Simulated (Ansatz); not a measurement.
**Deforming KCl**

```
K Cl
1.0
     0.00000    3.15610    3.15610
     3.15610    0.00000    3.15610
     3.15610    3.15610    0.00000
K Cl
1 1
Direct
  0.00000 0.00000 0.00000
  0.50000 0.50000 0.50000
```

Atoms are numbered in the order listed.

The cell is a measured one (Crystallography Open Database entry 9003114); the temperature and pressure of the measurement aren't taken into account, and nothing was relaxed.

These are results of DFT, PBEsol, all-electron LAPW, scalar-relativistic (Ansatz 0.2.0), not measurements.

Sampling and basis: a Γ-centred 7×7×7 k mesh, Fermi–Dirac smearing of 0.03 eV, basis error target 0.5 meV/atom, no spin polarisation.

The unchanged cell is at -0.56 GPa.

Semilocal functionals give too small gaps.

x, y and z are the Cartesian axes of the cell as listed; fractional coordinates follow a strain, and an engineering shear is twice the off-diagonal strain component.

Task: With this change (equal xy, yz and zx engineering shear strains of -2 %), what becomes of the energy and stress and gap?

Result: Energy change under 1 meV/atom; stress change (xx, yy, zz, yz, xz, xy) 0.00, 0.00, 0.00, 0.13, 0.13, 0.13 GPa, compression positive; gap on the k mesh 5.00 → 4.96 eV.

Task: With this change (equal xy, yz and zx engineering shear strains of -1 %), what becomes of the energy and stress and gap?

Result: Energy change under 1 meV/atom; stress change (xx, yy, zz, yz, xz, xy) 0.00, 0.00, 0.00, 0.06, 0.06, 0.06 GPa, compression positive; gap on the k mesh 5.00 → 4.98 eV.

Task: With this change (equal xy, yz and zx engineering shear strains of +1 %), what becomes of the energy and stress and gap?

Result: Energy change under 1 meV/atom; stress change (xx, yy, zz, yz, xz, xy) 0.00, 0.00, 0.00, -0.07, -0.07, -0.07 GPa, compression positive; gap on the k mesh 5.00 → 4.99 eV.

With equal xy, yz and zx engineering shear strains of +2 %: energy change under 1 meV/atom; stress change (xx, yy, zz, yz, xz, xy) 0.00, 0.00, 0.00, -0.14, -0.14, -0.14 GPa, compression positive; gap on the k mesh 5.00 → 4.97 eV.
